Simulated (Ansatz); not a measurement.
**SnO2 under changes of volume**

One of the cells (11.371 Å³/atom); the others are scaled copies at fixed shape and fractional positions:

```
Sn O
1.0
     0.00000    2.57415    2.57415
     2.57415    0.00000    2.57415
     2.57415    2.57415    0.00000
Sn O
1 2
Direct
  0.00000 0.00000 0.00000
  0.75000 0.75000 0.75000
  0.25000 0.25000 0.25000
```

Measurements of this composition are mostly on another form, of space group No. 136.

| Property | Result |
| --- | --- |
| Program | Ansatz 0.2.0 |
| Functional | LDA |
| Potentials or basis | all-electron LAPW, scalar-relativistic |
| Cutoff | 318 eV (chosen from the basis error) |
| Basis error allowed | 0.002 eV/atom |
| k mesh | 9 × 9 × 9 |
| Occupations | fermi-dirac, width 0.05 eV |
| Spin | no spin polarisation |

```csv
volume (Å³/atom),energy over the lowest point (meV/atom),pressure (GPa)
10.689,0.00,-0.4
10.916,3.89,-4.8
11.144,?,?
11.371,28.52,-12.2
11.599,48.14,-15.3
11.826,71.87,-18.0
12.054,99.20,-20.4
```

Problem. What does the run at 11.144 Å³/atom give?

Solution. Energy over the lowest point 13.61 meV/atom; pressure -8.8 GPa.

Worked out: A Birch-Murnaghan fit of order 3 (a polynomial in V^(-2/3)) to the other rows has its minimum at 10.67 Å³/atom, just outside them, with B0 = V·E''(V) = 221 GPa and B' = 4.6. It gives 13.62 meV/atom at 11.144 Å³/atom, against the run's 13.61, and -dE/dV = -8.8 GPa, against -8.8.

Energies are extrapolated to zero smearing.
